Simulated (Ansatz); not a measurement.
Here is an Ansatz 0.2.0 calculation.

Contents of input.yaml:

```yaml
crystal:
  lattice:
    - [2.7058, 0.0, 0.0]
    - [-1.3529, 2.3432915376, 0.0]
    - [0.0, 0.0, 4.2819]
  atoms:
    - { symbol: Ru, position: [0.6666666667, 0.3333333333, 0.75] }
    - { symbol: Ru, position: [0.3333333333, 0.6666666667, 0.25] }
kpoints:
  mp_grid: { grid: [11, 11, 6] }
scf:
  occupations: { method: gaussian, width: 0.022 }
hamiltonian:
  xc: pbe
  pseudopotentials: { kind: all_electron, lapw: { basis_error: 0.001 } }
output:
  forces: true
  stress: true
  eigenvalues: true
```

Potentials or basis: all-electron LAPW, scalar-relativistic.

Command:

```console
$ ansatz run input.yaml --threads 1 --pin off --max-ram 3072MiB --backend cpu --events-out ev --progress --plain --runs-dir out
```

(1) What does it give for the pressure?

(2) What does it give for the band gap on the k mesh?

## Answers

(1) 4.4 GPa.

(2) none (metal or under the smearing width).
